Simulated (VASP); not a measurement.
# Mg8HO8 (a cell with a defect) in VASP: a series of runs

Runs on Mg8HO8 (a cell with a defect). Level: PBE. Tasks: single point.

Program: VASP 6.6.1. These are calculated values, not measurements. Logs are shortened: lines on timing, memory, paths and dates and some standing lists are left out, and cuts for length are marked.

## 1. Starting point

The cell holds a defect, 17 atoms: a = 5.955 Å, b = 5.955 Å, c = 5.955 Å, α = 60.00°, β = 60.00°, γ = 60.00°.

## 2. Single point, PBE

Contents of INCAR:

```
SYSTEM = Mg8HO8
ALGO = Normal
EDIFF = 1E-6
ENCUT = 520
GGA = PE
ISIF = 2
ISMEAR = 0
LASPH = .True.
LCHARG = .False.
LREAL = Auto
LWAVE = .False.
NBANDS = 46
NELECT = 64.0
NELM = 100
PREC = Accurate
SIGMA = 0.05
```

Contents of KPOINTS:

```
k-points
0
Gamma
  2 2 2
  0 0 0
```

Contents of POSCAR:

```
Mg8HO8
1.0
    0.0000000000      4.2110000000      4.2110000000
    4.2110000000      0.0000000000      4.2110000000
    4.2110000000      4.2110000000      0.0000000000
Mg O H
8 8 1
Direct
    0.0087739442     -0.0105902131      0.0010310671
    0.0030943209     -0.0013916828      0.4992708447
    0.0087668696      0.5003667785      0.0010397019
    0.0087665079      0.5003678687      0.4900707972
    0.5164479927     -0.0196615399      0.0224701218
    0.5164448531     -0.0196552154      0.4809928908
    0.5084853345      0.4968186905     -0.0025305684
    0.5164259137      0.5217373725      0.4810402447
    0.2592721301      0.2441775847      0.2483967688
    0.2582202464      0.2469233735      0.7475476457
    0.2592712558      0.7477387028      0.2483961950
    0.2592712562      0.7477384735      0.7448378508
    0.7532942532      0.2472788634      0.2517179529
    0.7532908473      0.2472773173      0.7479533712
    0.7680818314      0.7435907775      0.2442882504
    0.7532649587      0.7510978513      0.7479415509
    0.4601379843      0.1794761971      0.6803259147
```

Potentials or basis: VASP PAW PBE potentials, release 64 (Mg, O, H).

Command:

```console
$ cat potpaw_PBE.64/Mg/POTCAR potpaw_PBE.64/O/POTCAR potpaw_PBE.64/H/POTCAR > POTCAR
$ mpirun -np 1 vasp_std > vasp.out
```

OUTCAR:

```text
SYSTEM = Mg8HO8
   EDIFF = 1E-6
   ENCUT = 520
   GGA = PE
   ISIF = 2
   ISMEAR = 0
   LASPH = .True.
   LREAL = Auto
   NELECT = 64.0
   NELM = 100
   PREC = Accurate

 ion  position               nearest neighbor table
   1  0.009  0.989  0.001-  15 2.05  11 2.10  12 2.10  10 2.13  13 2.14  14 2.14   5 2.90   6 2.90
                             4 2.91   3 2.91   7 2.95   2 2.98   2 2.98   7 3.00   3 3.04   4 3.04
   2  0.003  0.999  0.499-  16 2.09  14 2.09  13 2.09  12 2.11  11 2.11   9 2.11   5 2.95   6 2.95
                             8 2.95   3 2.98   4 2.98   1 2.98   1 2.98   4 2.98   3 2.98   8 3.01
   3  0.009  0.500  0.001-  15 2.05   9 2.10  12 2.10  10 2.13  13 2.14  16 2.14   5 2.90   8 2.90
                             4 2.91   1 2.91   7 2.95   2 2.98   2 2.98   7 3.00   1 3.04   4 3.04
   4  0.009  0.500  0.490-  15 2.05   9 2.10  11 2.10  10 2.13  14 2.14  16 2.14   6 2.90   8 2.90
                             3 2.91   1 2.91   7 2.95   2 2.98   2 2.98   7 3.00   1 3.04   3 3.04
   5  0.516  0.980  0.022-  17 1.88  15 2.00   9 2.07  11 2.07  16 2.13  14 2.13  10 2.25   6 2.73
                             8 2.73   1 2.90   3 2.90   2 2.95   7 2.98   7 2.98   2 3.01   3 3.06
   6  0.516  0.980  0.481-  17 1.88  15 2.00   9 2.07  12 2.07  16 2.13  13 2.13  10 2.25   5 2.73
                             8 2.73   1 2.90   4 2.90   2 2.95   7 2.98   7 2.98   2 3.01   4 3.06
   7  0.508  0.497  0.997-  13 2.10  14 2.10  16 2.10  12 2.11  11 2.11   9 2.11   1 2.95   3 2.95
                             4 2.95   8 2.98   8 2.98   6 2.98   5 2.98   6 2.98   5 2.98   4 3.00
   8  0.516  0.522  0.481-  17 1.88  15 2.00  11 2.07  12 2.07  14 2.13  13 2.13  10 2.25   5 2.73
                             6 2.73   3 2.90   4 2.90   2 2.95   7 2.98   7 2.98   2 3.01   4 3.06
   9  0.259  0.244  0.248-   5 2.07   6 2.07   3 2.10   4 2.10   2 2.11   7 2.11
  10  0.258  0.247  0.748-  17 0.98   4 2.13   3 2.13   1 2.13   8 2.25   6 2.25   5 2.25
  11  0.259  0.748  0.248-   5 2.07   8 2.07   1 2.10   4 2.10   2 2.11   7 2.11
  12  0.259  0.748  0.745-   6 2.07   8 2.07   1 2.10   3 2.10   2 2.11   7 2.11
  13  0.753  0.247  0.252-   2 2.09   7 2.10   8 2.13   6 2.13   1 2.14   3 2.14
  14  0.753  0.247  0.748-   2 2.09   7 2.10   8 2.13   5 2.13   1 2.14   4 2.14
  15  0.768  0.744  0.244-   5 2.00   6 2.00   8 2.00   4 2.05   3 2.05   1 2.05
  16  0.753  0.751  0.748-   2 2.09   7 2.10   6 2.13   5 2.13   3 2.14   4 2.14
  17  0.460  0.179  0.680-  10 0.98   5 1.88   6 1.88   8 1.88

  LATTYP: Found a face centered cubic cell.
 ALAT       =     8.4220000000

  Lattice vectors:

 A1 = (   0.0000000000,   4.2110000000,   4.2110000000)
 A2 = (   4.2110000000,   0.0000000000,   4.2110000000)
 A3 = (   4.2110000000,   4.2110000000,   0.0000000000)

Analysis of symmetry for initial positions (statically):
=====================================================================
 Subroutine PRICEL returns:
 Original cell was already a primitive cell.

 Routine SETGRP: Setting up the symmetry group for a
 face centered cubic supercell.

 Subroutine GETGRP returns: Found  1 space group operations
 (whereof  1 operations were pure point group operations)
 out of a pool of 48 trial point group operations.
[... 147 lines left out ...]
     AMIX     =   0.40;   BMIX     =  1.00
     AMIX_MAG =   1.60;   BMIX_MAG =  1.00
  volume/ion in A,a.u.               =       8.78        59.28
  Fermi-wavevector in a.u.,A,eV,Ry     =   1.234259  2.332411 20.727046  1.523395
  Thomas-Fermi vector in A             =   2.368956
   LORBIT       =      0    0 simple, 1 ext, 2 COOP (PROOUT), +10 PAW based schemes
   GGA     = PE    functional components
   LHFCALC =     F    Hartree Fock is set to
   AEXX    =    0.0000 exact exchange contribution
   IVDW    =     0    specifies the selected vdW correction
   LEPSILON=     F    determine dielectric tensor
   LRPA    =     F    only Hartree local field effects (RPA)
 non-spin polarized calculation
 Gauss-broadening in eV      SIGMA  =   0.05
  energy-cutoff  :      520.00
  volume of cell :      149.34
 maximum number of plane-waves:      4044
 NGX is ok and might be reduce to    48
   NGX = 23   NGY = 23   NGZ = 23

 number of electron      64.0000000 magnetization

 Free energy of the ion-electron system (eV)
  ---------------------------------------------------
  ext. energy  EPLUGINS =         0.00000000
  ---------------------------------------------------
  free energy    TOTEN  =      -102.14032192 eV

  energy without entropy =     -102.14032192  energy(sigma->0) =     -102.14032192

 E-fermi :   3.5795     XC(G=0): -11.0555

 val. band max:        3.3306046162   @ k =   0.0000   0.0000   0.0000
 cond. band min:       7.5545253971   @ k =   0.0000   0.0000   0.0000
 fundamental gap:      4.2239207809
 Fermi energy:         3.5795159216

 k-point     1 :       0.0000    0.0000    0.0000
  band No.  band energies     occupation
      1     -16.6195      2.00000
      2     -13.7232      2.00000
      3     -12.8186      2.00000
      4     -12.4588      2.00000
      5     -12.4499      2.00000
      6     -12.4497      2.00000
[... 365 lines left out ...]
     43      14.7897      0.00000
     44      14.8676      0.00000
 [bands above 44 left out]

------------------------ aborting loop because EDIFF is reached ----------------------------------------

  FORCE on cell =-STRESS in cart. coord.  units (eV):
  Direction    XX          YY          ZZ          XY          YZ          ZX
  --------------------------------------------------------------------------------------
  -------------------------------------------------------------------------------------
  Total        0.2512579      0.2519490      0.2430297      1.8897833     -1.8853677      1.8835204
  in kB        2.6955325      2.7029469      2.6072588     20.2738795    -20.2265088     20.2066909
  external PRESSURE =       2.6685794 kB  Pullay stress =       0.0000000 kB

 VOLUME and BASIS-vectors are now :
 -----------------------------------------------------------------------------
  energy-cutoff  :      520.00
  volume of cell :      149.34
      direct lattice vectors                 reciprocal lattice vectors
     0.000000000  4.211000000  4.211000000    -0.118736642  0.118736642  0.118736642
     4.211000000  0.000000000  4.211000000     0.118736642 -0.118736642  0.118736642
     4.211000000  4.211000000  0.000000000     0.118736642  0.118736642 -0.118736642

 POSITION                                       TOTAL-FORCE (eV/Angst)
 -----------------------------------------------------------------------------------
      4.17075      0.04129      4.20335        -0.000105     -0.000262     -0.012613
      6.30757      2.11546      4.21817        -0.001742      0.001714      0.002319
      2.11142      0.04130      2.14396         0.012845     -0.000115      0.000241
      4.17074      2.10060      2.14396        -0.000026     -0.012825      0.000147
      4.22283      2.26938      6.30297         0.005484      0.028271     -0.005314
      6.15369      4.20021      6.30298        -0.028505     -0.005597     -0.005398
[... 9 lines left out ...]
      6.31245      6.32158      6.33487         0.003458     -0.003642      0.005478
      3.62063      4.80249      2.69342        -0.082252      0.082222      0.083550
 -----------------------------------------------------------------------------------
    total drift:                               -0.004321      0.002325      0.000653

  FREE ENERGIE OF THE ION-ELECTRON SYSTEM (eV)
  ---------------------------------------------------
  free  energy   TOTEN  =      -102.1403219240 eV

  energy  without entropy=     -102.1403219240  energy(sigma->0) =     -102.14032192
```

It took 3.3 min on 1 thread of Intel Xeon Platinum 8259CL at 2.50GHz (Skylake/Cascade Lake), shared host; peak memory 0.33 GiB.

What came out:

* Free energy: -102.1403 eV
* Largest force: 0.147 eV/Å
* Band gap on the k mesh: 4.22 eV, direct

Forces on the atoms (eV/Å):
```
Mg   0.000  0.000 -0.013
Mg  -0.002  0.002  0.002
Mg   0.013  0.000  0.000
Mg   0.000 -0.013  0.000
Mg   0.005  0.028 -0.005
Mg  -0.029 -0.006 -0.005
Mg   0.005 -0.005 -0.005
Mg   0.006 -0.006  0.029
O    0.002 -0.001  0.000
O    0.084 -0.084 -0.086
O    0.000  0.000 -0.002
O    0.000  0.001 -0.002
O    0.004  0.006 -0.004
O   -0.006 -0.004 -0.003
O   -0.004  0.005  0.004
O    0.003 -0.004  0.005
H   -0.082  0.082  0.084
```

Levels at points of the mesh, in eV from the valence-band top:
```tsv
k point	band 30	band 31	band 32	band 33	band 34	band 35
(0.00, 0.00, 0.00)	-0.05	0.00	0.00	4.22	6.47	7.82
(0.50, 0.00, 0.00)	-0.36	-0.25	-0.25	6.52	7.09	8.23
(0.00, 0.50, 0.00)	-0.31	-0.28	-0.26	5.91	7.13	8.41
(0.00, 0.00, 0.50)	-0.31	-0.28	-0.26	5.91	7.13	8.41
(0.50, 0.50, 0.50)	-0.31	-0.28	-0.26	5.91	7.13	8.41
(0.50, 0.50, 0.00)	-0.52	-0.48	-0.39	6.80	7.97	8.71
(0.00, 0.50, 0.50)	-0.52	-0.48	-0.39	6.80	7.97	8.71
(0.50, 0.00, 0.50)	-0.52	-0.48	-0.39	6.81	7.97	8.71
```

Caveat: the k mesh is coarse (spacing up to 0.65 Å⁻¹), so the values aren't converged; the cell carries a net charge on a neutralising background, which shifts energy and pressure; the cell is charged against a uniform background, so pressure and absolute levels hang on convention. A hybrid or GW would open this gap; PBE tends to underestimate it.

## 3. Single point, PBE

Contents of INCAR:

```
PREC = Accurate
ENCUT = 520
EDIFF = 1E-6
ISMEAR = 0
SIGMA = 0.05
LREAL = Auto
LASPH = True
NELM = 100
ALGO = Normal
ISIF = 2
LWAVE = False
LCHARG = False
GGA = PE
NELECT = 64.0
NBANDS = 46
```

Contents of KPOINTS:

```
regular mesh
0
Gamma
  2 2 2
```

Contents of POSCAR:

```
Mg8HO8
1.0
    0.0000000000      4.2110000000      4.2110000000
    4.2110000000      0.0000000000      4.2110000000
    4.2110000000      4.2110000000      0.0000000000
Mg O H
8 8 1
Direct
    0.0012095401      0.0005328821      0.0011707660
    0.0195507425      0.0189105368      0.4780725733
    0.0196410384      0.4773273709      0.0196048794
    0.0105565607      0.4988355175      0.4994910800
    0.4781149008      0.0189069266      0.0195109147
    0.4995137458      0.0098744075      0.4994748086
    0.4995287525      0.4988342696      0.0105181776
    0.5030956248      0.5024441845      0.5030584394
    0.2563218463      0.2555937511      0.2562823356
    0.2521881143      0.2515345788      0.7556807856
    0.2521931835      0.7550486714      0.2521564001
    0.2488231590      0.7519639841      0.7526198265
    0.7557184594      0.2515340098      0.2521507533
    0.7526381228      0.2482232740      0.7525984392
    0.7526584844      0.7519629629      0.2487874996
    0.7529242047      0.7523423950      0.7528911453
    0.8203265500     -0.1806705027      0.8202750756
```

Potentials or basis: VASP PAW PBE potentials, release 64 (Mg, O, H).

Command:

```console
$ cat potpaw_PBE.64/Mg/POTCAR potpaw_PBE.64/O/POTCAR potpaw_PBE.64/H/POTCAR > POTCAR
$ mpirun -np 1 vasp_std > vasp.out
```

Run time: 2.1 min. Hardware: 1 thread of Intel Xeon Platinum 8259CL at 2.50GHz (Skylake/Cascade Lake), shared host; peak memory 0.33 GiB.

The run converged. Its results:

| Item | Value |
| --- | --- |
| Free energy | -102.1402 eV |
| Largest force | 0.170 eV/Å |
| Band gap on the k mesh | 4.23 eV, direct |

Forces in eV/Å, atoms in the order of the input:
```
Mg   0.011  0.010  0.011
Mg  -0.005 -0.005  0.023
Mg  -0.005  0.021 -0.005
Mg  -0.007 -0.002 -0.001
Mg   0.023 -0.005 -0.005
Mg   0.000 -0.008 -0.001
Mg   0.000 -0.001 -0.007
Mg  -0.004 -0.004 -0.004
O    0.004  0.005  0.004
O   -0.002  0.000 -0.002
O   -0.001 -0.002 -0.001
O    0.003 -0.007 -0.005
O   -0.002  0.000 -0.002
O   -0.006  0.002 -0.006
O   -0.005 -0.007  0.003
O   -0.100 -0.096 -0.100
H    0.098  0.096  0.098
```

Levels at points of the mesh, in eV from the valence-band top:
| k point | band 29 | band 30 | band 31 | band 32 | band 33 | band 34 | band 35 | band 36 |
| --- | --- | --- | --- | --- | --- | --- | --- | --- |
| (0.00, 0.00, 0.00) | -0.39 | -0.05 | 0.00 | 0.00 | 4.23 | 6.47 | 7.82 | 8.00 |
| (0.50, 0.00, 0.00) | -0.35 | -0.31 | -0.28 | -0.26 | 5.91 | 7.13 | 8.41 | 9.45 |
| (0.00, 0.50, 0.00) | -0.35 | -0.31 | -0.28 | -0.26 | 5.91 | 7.13 | 8.41 | 9.45 |
| (0.00, 0.00, 0.50) | -0.35 | -0.31 | -0.28 | -0.26 | 5.91 | 7.13 | 8.41 | 9.45 |
| (0.50, 0.50, 0.50) | -0.36 | -0.36 | -0.25 | -0.25 | 6.52 | 7.09 | 8.23 | 9.51 |
| (0.50, 0.50, 0.00) | -0.55 | -0.52 | -0.48 | -0.39 | 6.81 | 7.97 | 8.71 | 9.28 |
| (0.00, 0.50, 0.50) | -0.55 | -0.52 | -0.48 | -0.39 | 6.81 | 7.97 | 8.71 | 9.28 |
| (0.50, 0.00, 0.50) | -0.55 | -0.52 | -0.48 | -0.39 | 6.81 | 7.97 | 8.71 | 9.28 |

Caveat: the k mesh is coarse (spacing up to 0.65 Å⁻¹), so the values aren't converged; the cell carries a net charge on a neutralising background, which shifts energy and pressure; the cell is charged against a uniform background, so pressure and absolute levels hang on convention. As with any semilocal functional, this PBE gap is likely too small.
